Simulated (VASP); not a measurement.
# Cu (P6_3/mmc) in VASP: a series of runs

Runs on Cu. Level: PBE. Tasks: single point.

All numbers are computed with VASP 6.6.1; they aren't measurements. Logs are shortened: lines on timing, memory, paths and dates and some standing lists are left out, and cuts for length are marked.

## 1. The cell of the first run

The structure is hexagonal, space group P6_3/mmc (No. 194). Conventional cell: a = 2.517 Å, b = 2.517 Å, c = 4.085 Å, α = 90.00°, β = 90.00°, γ = 120.00°. Around Cu (site symmetry -6m2) lie 12 Cu at 2.51 to 2.52 Å.

This isn't the form of Cu at room conditions, which is fcc.

## 2. Single point, PBE (volume scaled by 0.98)

INCAR

```
SYSTEM = Cu
ALGO = Fast ; EDIFF = 1E-6
ENCUT = 520 ; GGA = PE
ISIF = 2 ; ISMEAR = -1
LASPH = .TRUE. ; LCHARG = .TRUE.
LELF = .TRUE. ; LREAL = .FALSE.
LVHAR = .TRUE. ; LWAVE = .FALSE.
NBANDS = 18 ; NELM = 100
PREC = Accurate ; SIGMA = 0.05
```

KPOINTS

```
k-points
0
G
  12 12 7
  0 0 0
```

POSCAR

```
Cu
1.0
    2.5170887971      0.0000000000      0.0000000000
   -1.2585443986      2.1798628419      0.0000000000
    0.0000000000      0.0000000000      4.0849690207
Cu
2
Direct
    0.6666666667      0.3333333333      0.7500000000
    0.3333333333      0.6666666667      0.2500000000
```

Potentials or basis: VASP PAW PBE potentials, release 64 (Cu).

Started as:

```console
$ cat potpaw_PBE.64/Cu/POTCAR > POTCAR
$ mpirun -np 1 vasp_std > vasp.out
```

OUTCAR:

```text
SYSTEM = Cu
   EDIFF = 1E-6
   ENCUT = 520
   GGA = PE
   ISIF = 2
   ISMEAR = -1
   LASPH = .TRUE.
   LREAL = .FALSE.
   NELM = 100
   PREC = Accurate

 ion  position               nearest neighbor table
   1  0.667  0.333  0.750-   2 2.51   2 2.51   2 2.51   2 2.51   2 2.51   2 2.51
   2  0.333  0.667  0.250-   1 2.51   1 2.51   1 2.51   1 2.51   1 2.51   1 2.51

  LATTYP: Found a hexagonal cell.
 ALAT       =     2.5170887971
 C/A-ratio  =     1.6228942838

  Lattice vectors:

 A1 = (   2.5170887971,   0.0000000000,   0.0000000000)
 A2 = (  -1.2585443986,   2.1798628419,   0.0000000000)
 A3 = (   0.0000000000,   0.0000000000,   4.0849690207)

Analysis of symmetry for initial positions (statically):
=====================================================================
 Subroutine PRICEL returns:
 Original cell was already a primitive cell.

 Routine SETGRP: Setting up the symmetry group for a
 hexagonal supercell.

 Subroutine GETGRP returns: Found 24 space group operations
 (whereof 12 operations were pure point group operations)
 out of a pool of 24 trial point group operations.

The static configuration has the point symmetry D_3d.
 The point group associated with its full space group is D_6h.

Analysis of symmetry for dynamics (positions and initial velocities):
=====================================================================
 Subroutine PRICEL returns:
 Original cell was already a primitive cell.

 Routine SETGRP: Setting up the symmetry group for a
 hexagonal supercell.

 Subroutine GETGRP returns: Found 24 space group operations
 (whereof 12 operations were pure point group operations)
 out of a pool of 24 trial point group operations.

The dynamic configuration has the point symmetry D_3d.
 The point group associated with its full space group is D_6h.

 Subroutine INISYM returns: Found 24 space group operations
 (whereof 12 operations are pure point group operations),
 and found     1 'primitive' translations

----------------------------------------------------------------------------------------

                                     Primitive cell

  volume of cell :      22.4139

  direct lattice vectors                    reciprocal lattice vectors
     2.517088797  0.000000000  0.000000000     0.397284355  0.229372229  0.000000000
    -1.258544399  2.179862842  0.000000000     0.000000000  0.458744459  0.000000000
     0.000000000  0.000000000  4.084969021     0.000000000  0.000000000  0.244799898

  length of vectors
     2.517088797  2.517088797  4.084969021     0.458744459  0.458744459  0.244799898

  position of ions in fractional coordinates (direct lattice)
     0.666666667  0.333333333  0.750000000
     0.333333333  0.666666667  0.250000000

  ion indices of the primitive-cell ions
   primitive index   ion index
                 1           1
                 2           2

----------------------------------------------------------------------------------------

 KPOINTS: k-points

Automatic generation of k-mesh.
 Grid dimensions read from file:
 generate k-points for:   12   12    7

 Generating k-lattice:

  Cartesian coordinates                     Fractional coordinates (reciprocal lattice)
     0.033107030  0.019114352  0.000000000     0.083333333 -0.000000000  0.000000000
     0.000000000  0.038228705  0.000000000     0.000000000  0.083333333  0.000000000
     0.000000000  0.000000000  0.034971414     0.000000000  0.000000000  0.142857143

  Length of vectors
     0.038228705  0.038228705  0.034971414

  Shift w.r.t. Gamma in fractional coordinates (k-lattice)
     0.000000000  0.000000000  0.000000000

 Subroutine IBZKPT returns following result:
 ===========================================

 Found     76 irreducible k-points:

 Following reciprocal coordinates:
            Coordinates               Weight
  0.000000  0.000000  0.000000      1.000000
  0.083333 -0.000000  0.000000      6.000000
  0.166667 -0.000000  0.000000      6.000000
  0.250000  0.000000  0.000000      6.000000
  0.333333  0.000000  0.000000      6.000000
  0.416667 -0.000000  0.000000      6.000000
[... 16 lines left out ...]
  0.250000  0.000000  0.142857     12.000000
  0.333333  0.000000  0.142857     12.000000
 [... further k-points ...]
   k-points           NKPTS =     76   k-points in BZ     NKDIM =     76   number of bands    NBANDS=     18
   number of dos      NEDOS =    301   number of ions     NIONS =      2
   total plane-waves  NPLWV =  12000
   dimension x,y,z NGX =    20 NGY =   20 NGZ =   30
   dimension x,y,z NGXF=    40 NGYF=   40 NGZF=   60
   ions per type =               2
   NGX,Y,Z   is equivalent  to a cutoff of  13.21, 13.21, 12.21 a.u.
   NGXF,Y,Z  is equivalent  to a cutoff of  26.42, 26.42, 24.42 a.u.
 SYSTEM =  Cu
   PREC   = accura    normal or accurate (medium, high low for compatibility)
   ISTART =      0    job   : 0-new  1-cont  2-samecut
   ICHARG =      2    charge: 1-file 2-atom 10-const
   ISPIN  =      1    spin polarized calculation?
   LNONCOLLINEAR =      F non collinear calculations
   LSORBIT =      F    spin-orbit coupling
   LASPH  =      T    aspherical Exc in radial PAW
   ENCUT  =  520.0 eV  38.22 Ry    6.18 a.u.   4.68  4.68  7.60*2*pi/ulx,y,z
   NELM   =    100;   NELMIN=  2; NELMDL= -5     # of ELM steps
   EDIFF  = 0.1E-05   stopping-criterion for ELM
[... 8 lines left out ...]
   TEBEG  =    0.0;   TEEND  =   0.0 temperature during run
   PSTRESS=    0.0 pullay stress
   NELECT =      22.0000    total number of electrons
   NUPDOWN=      -1.0000    fix difference up-down
   EMIN   =  10.00;   EMAX   =-10.00  energy-range for DOS
   EFERMI =   0.00;   METHOD = LEGACY
   ISMEAR =    -1;   SIGMA  =   0.05  broadening in eV -4-tet -1-fermi 0-gaus
   EFERMI_NEDOS =   21; number of points for ismear=-14 and -15
   IALGO  =     68    algorithm
   IMIX   =      4    mixing-type and parameters
     AMIX     =   0.40;   BMIX     =  1.00
     AMIX_MAG =   1.60;   BMIX_MAG =  1.00
  volume/ion in A,a.u.               =      11.21        75.63
  Fermi-wavevector in a.u.,A,eV,Ry     =   1.626960  3.074509 36.014610  2.646999
  Thomas-Fermi vector in A             =   2.719834
   LORBIT       =      0    0 simple, 1 ext, 2 COOP (PROOUT), +10 PAW based schemes
   GGA     = PE    functional components
   LHFCALC =     F    Hartree Fock is set to
   AEXX    =    0.0000 exact exchange contribution
   IVDW    =     0    specifies the selected vdW correction
   LEPSILON=     F    determine dielectric tensor
   LRPA    =     F    only Hartree local field effects (RPA)
 non-spin polarized calculation
 RMM-DIIS sequential band-by-band and
  energy-cutoff  :      520.00
  volume of cell :       22.41
 maximum number of plane-waves:       616
 NGX is ok and might be reduce to    20
   NGX =  9   NGY =  9   NGZ = 15

 number of electron      21.9999967 magnetization

 Free energy of the ion-electron system (eV)
  ---------------------------------------------------
  ext. energy  EPLUGINS =         0.00000000
  ---------------------------------------------------
  free energy    TOTEN  =        -7.37222315 eV

  energy without entropy =       -7.36454352  energy(sigma->0) =       -7.36838334

 E-fermi :   8.2142     XC(G=0): -13.0329

 val. band max:        8.1994246501   @ k =   0.0833   0.0833   0.1429
 cond. band min:       8.2367629445   @ k =   0.5000   0.0000   0.0000
 fundamental gap:      0.0373382944
 Fermi energy:         8.2142393239

 k-point     1 :       0.0000    0.0000    0.0000
  band No.  band energies     occupation
      1      -1.5046      2.00000
      2       2.8838      2.00000
      3       5.0793      2.00000
      4       5.1238      2.00000
      5       5.1238      2.00000
      6       5.3550      2.00000
[... 10 lines left out ...]
     17      32.3229      0.00000
     18      32.3799      0.00000

 k-point     2 :       0.0833   -0.0000    0.0000
  band No.  band energies     occupation
      1      -1.2726      2.00000
      2       3.0166      2.00000
      3       4.9353      2.00000
      4       5.2109      2.00000
      5       5.2407      2.00000
      6       5.3179      2.00000
[... 10 lines left out ...]
     17      33.2006      0.00000
     18      33.3752      0.00000

 k-point     3 :       0.1667   -0.0000    0.0000
  band No.  band energies     occupation
      1      -0.5933      2.00000
      2       3.3519      2.00000
      3       4.7286      2.00000
      4       4.9114      2.00000
      5       5.1789      2.00000
      6       5.4523      2.00000
[... 10 lines left out ...]
     17      30.5015      0.00000
     18      32.5119      0.00000

 k-point     4 :       0.2500    0.0000    0.0000
  band No.  band energies     occupation
      1       0.4699      2.00000
      2       3.6571      2.00000
      3       4.3453      2.00000
      4       4.5829      2.00000
      5       5.0930      2.00000
      6       5.2936      2.00000
[... 375 lines left out ...]
      4       4.7499      2.00000
      5       5.1238      2.00000
      6       5.3303      2.00000
[... 10 lines left out ...]
     17      29.6119      0.00000
     18      31.3559      0.00000

 k-point    23 :       0.2500    0.0000    0.1429
  band No.  band energies     occupation
      1       0.6368      2.00000
      2       3.6490      2.00000
      3       4.2441      2.00000
      4       4.6135      2.00000
      5       5.0105      2.00000
      6       5.3137      2.00000
[... 10 lines left out ...]
     17      28.1262      0.00000
     18      30.3989      0.00000

 k-point    24 :       0.3333    0.0000    0.1429
  band No.  band energies     occupation
      1       1.8574      2.00000
      2       3.6581      2.00000
      3       3.9445      2.00000
      4       4.5602      2.00000
      5       5.1240      2.00000
      6       5.2008      2.00000
[... 10 lines left out ...]
     17      26.1745      0.00000
     18      28.5804      0.00000

 [... further k-points ...]

------------------------ aborting loop because EDIFF is reached ----------------------------------------

  FORCE on cell =-STRESS in cart. coord.  units (eV):
  Direction    XX          YY          ZZ          XY          YZ          ZX
  --------------------------------------------------------------------------------------
  -------------------------------------------------------------------------------------
  Total        1.7709051      1.7709051      1.8384179     -0.0000000     -0.0000000     -0.0000000
  in kB      126.5870842    126.5870842    131.4130078     -0.0000000     -0.0000000     -0.0000000
  external PRESSURE =     128.1957254 kB  Pullay stress =       0.0000000 kB

 VOLUME and BASIS-vectors are now :
 -----------------------------------------------------------------------------
  energy-cutoff  :      520.00
  volume of cell :       22.41
      direct lattice vectors                 reciprocal lattice vectors
     2.517088797  0.000000000  0.000000000     0.397284355  0.229372229  0.000000000
    -1.258544399  2.179862842  0.000000000     0.000000000  0.458744459  0.000000000
     0.000000000  0.000000000  4.084969021     0.000000000  0.000000000  0.244799898

 POSITION                                       TOTAL-FORCE (eV/Angst)
 -----------------------------------------------------------------------------------
      1.25854      0.72662      3.06373         0.000000     -0.000000      0.000000
     -0.00000      1.45324      1.02124        -0.000000      0.000000      0.000000
 -----------------------------------------------------------------------------------
    total drift:                               -0.000000      0.000000     -0.000000

  FREE ENERGIE OF THE ION-ELECTRON SYSTEM (eV)
  ---------------------------------------------------
  free  energy   TOTEN  =        -7.3722231547 eV

  energy  without entropy=       -7.3645435245  energy(sigma->0) =       -7.36838334
```

Run time: 16 s. Hardware: 1 thread of AMD EPYC 9R45 (Zen 5), shared host; peak memory 0.11 GiB.

Results:

| Property | Result |
| --- | --- |
| Free energy | -7.3722 eV |
| Pressure | 12.8 GPa |
| Band gap on the k mesh | none (metal or under the smearing width) |

(Continued in part 2 of 2.)
